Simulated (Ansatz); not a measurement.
**HgSe: equation of state**

An exercise on one series of results from a longer session: the logs are not shown, and one member is left open.

Computed with Ansatz 0.2.0 (DFT PBEsol, scalar-relativistic, unless a step's input says otherwise).

## The system as given

It takes space group F-43m (No. 216, cubic). The conventional cell has a = 6.072 Å, b = 6.072 Å, c = 6.072 Å, α = 90.00°, β = 90.00°, γ = 90.00°. Hg (site symmetry -43m) has 4 Se at 2.63 Å as nearest neighbours. Se (site symmetry -43m) has 4 Hg at 2.63 Å as nearest neighbours.

Coordinates:

```
CELL_PARAMETERS angstrom
0.00000 3.03600 3.03600
3.03600 0.00000 3.03600
3.03600 3.03600 0.00000
ATOMIC_POSITIONS crystal
Hg 0.00000 0.00000 0.00000
Se 0.75000 0.75000 0.75000
```

The cell is a deposited one (Crystallography Open Database entry 1538962); the temperature and pressure of the measurement aren't taken into account, and nothing was relaxed.

Atoms are numbered in the order of the input: Hg1, Se2.

The first run:

input.yaml reads:

```yaml
crystal:
  lattice:
    - [0.0, 2.9949679431, 2.9949679431]
    - [2.9949679431, 0.0, 2.9949679431]
    - [2.9949679431, 2.9949679431, 0.0]
  atoms:
    - { symbol: Hg, position: [0.0, 0.0, 0.0] }
    - { symbol: Se, position: [0.75, 0.75, 0.75] }
kpoints:
  mp_grid: { grid: [8, 8, 8] }
scf:
  occupations: { method: fermi_dirac, width: 0.01 }
hamiltonian:
  xc: pbesol
  pseudopotentials: { kind: all_electron, lapw: { basis_error: 0.0005 } }
output:
  forces: true
  stress: true
  eigenvalues: true
```

Started as:

```sh
$ ansatz run input.yaml --threads 1 --pin off --max-ram 3072MiB --backend cpu --events-out ev --progress --plain --runs-dir out
```

Steps of the session up to this table: Volume × 0.96, LAPW; Volume × 0.96, PAW; Volume × 0.96, crystal datasets; Volume × 0.98, LAPW; Volume × 0.98, PAW; Volume × 1.02, LAPW; Volume × 1.02, PAW; Volume × 1.04, LAPW; Volume × 1.04, PAW; Volume × 1.04, crystal datasets.

One of the session's tables, all rows but one given; the rest of the session is left out.

```
          method  volume (Å³/atom)  pressure (GPa)
            LAPW            26.864            4.39
            LAPW            27.424            2.96
            LAPW            27.984            1.69
            LAPW            28.543            0.56
            LAPW            29.103           -0.45
             PAW            26.864            4.37
             PAW            27.424            2.94
             PAW            27.984               ?
             PAW            28.543            0.55
             PAW            29.103           -0.46
crystal datasets            26.864            4.39
crystal datasets            27.984            1.69
crystal datasets            29.103           -0.45
```

Estimate the missing values for PAW, 27.984.

**Answer.** pressure (GPa): 1.68. In the column «pressure (GPa)» it lies between LAPW, 28.543 (0.56) and LAPW, 27.984 (1.69).

To keep in mind: Warnings in the runs' records: gradients without spin orbit, crystal datasets made.
